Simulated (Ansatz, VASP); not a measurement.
As in VASP and in Ansatz

```xyz
2
Lattice="3.4630 0.0000 0.0000 -1.7315 2.9990 0.0000 0.0000 0.0000 28.0000" Properties=species:S:1:pos:R:3 pbc="T T T"
As    0.0000    1.9994   14.8880
As    1.7315    0.9997   13.1120
```

Alike in both runs: task single point; functional LDA; k mesh 9 × 9 × 1; occupations gaussian, width 0.02 eV; no spin polarisation.

|  | VASP | Ansatz |
| --- | --- | --- |
| version | VASP 6.6.1 | Ansatz 0.2.0 |
| potentials or method | VASP PAW LDA potentials, release 64 (As) | scalar-relativistic, plane waves, PAW |
| plane-wave cutoff (eV) | 520 | 420 |
| valence electrons in the cell | 10 | 30 |

VASP gave:

```
rms of the force components (eV/Å) : 1.666
```

Problem. What did Ansatz give for the same quantities?

Solution. rms of the force components (eV/Å): 1.685.

Atom by atom the forces differ by 0.020 eV/Å (rms over components). The two sets of potentials don't hold the same shells in valence. Ansatz warned: «xc_potential_rough_in_thin_density».
